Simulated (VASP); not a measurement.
Write the native input for VASP 6.6.1 that does the following.

```
Task                   : relaxation of cell and atoms
Functional             : r2SCAN
Dispersion             : rVV10
Potentials or basis    : VASP PAW PBE potentials, release 64 (Ti_sv, O)
Cutoff                 : 600 eV
k mesh                 : 10 × 10 × 10
Occupations            : gaussian, width 0.03 eV
Spin                   : no spin polarisation
Further INCAR settings : ALGO = Normal; EDIFF = 1e-07; IBRION = 2; EDIFFG = -0.005; NSW = 90; ISIF = 3
```

The structure of TiO2 lies in POSCAR:

```
TiO2                                    
1.0
   -1.8913860509      1.8913860509      4.7647590463
    1.8913860509     -1.8913860509      4.7647590463
    1.8913860509      1.8913860509     -4.7647590463
  Ti              O             
     2     4
Direct
     1.0000000000000000    0.0000000000000000    0.0000000000000000
     0.7500000000000000    0.2500000000000000    0.5000000000000000
     0.2082898505486488    0.2082898505486488    1.0000000000000000
     0.9582898505486487    0.4582898505486487    0.5000000000000000
     0.5417101494513513    0.0417101494513513    0.5000000000000000
     0.7917101494513513    0.7917101494513513    1.0000000000000000
```

These files were run (other wordings do the same):

INCAR

```
SYSTEM = TiO2
PREC = Accurate ; ENCUT = 600
EDIFF = 1E-7 ; ISMEAR = 0
SIGMA = 0.03 ; LREAL = .False.
LASPH = .True. ; NELM = 80
ALGO = Normal ; ISIF = 3
LWAVE = .False. ; LCHARG = .False.
METAGGA = R2SCAN ; LMIXTAU = .True.
LUSE_VDW = .True. ; IVDW_NL = 2
BPARAM = 11.95 ; CPARAM = 0.0093
IBRION = 2 ; NSW = 90
EDIFFG = -0.005 ; LUSENCCL = .False.
```

KPOINTS

```
regular mesh
0
Gamma
  10 10 10
  0 0 0
```

Potentials or basis: VASP PAW PBE potentials, release 64 (Ti_sv, O).

The run is started by

```sh
$ cat potpaw_PBE.64/Ti_sv/POTCAR potpaw_PBE.64/O/POTCAR > POTCAR
$ mpirun -np 1 vasp_std > vasp.out
```

It gave:

```yaml
Relaxed_volume: 11.37 Å³/atom
Relaxed_cell: a = 5.464 Å, b = 5.464 Å, c = 5.464 Å, α = 139.49°, β = 139.49°, γ = 58.64°
Space_group_after_relaxing_to_0.05_Å: I4_1/amd (No. 141)
Energy_gained_by_relaxing: 0.0 meV/atom
Ionic_steps: 2
Pressure_after_relaxing: -0.1 GPa
Band_gap_on_the_k_mesh: 2.53 eV, indirect (least direct gap 2.88 eV)
```

Caveat: the PAW data sets were made with another functional, which shifts forces and pressure a little.

Wall time 11 min on 1 × NVIDIA H100 80GB with 1 thread of AMD EPYC 7R13 Processor (Zen 3), with other jobs on the host, peak memory 1.5 GiB.
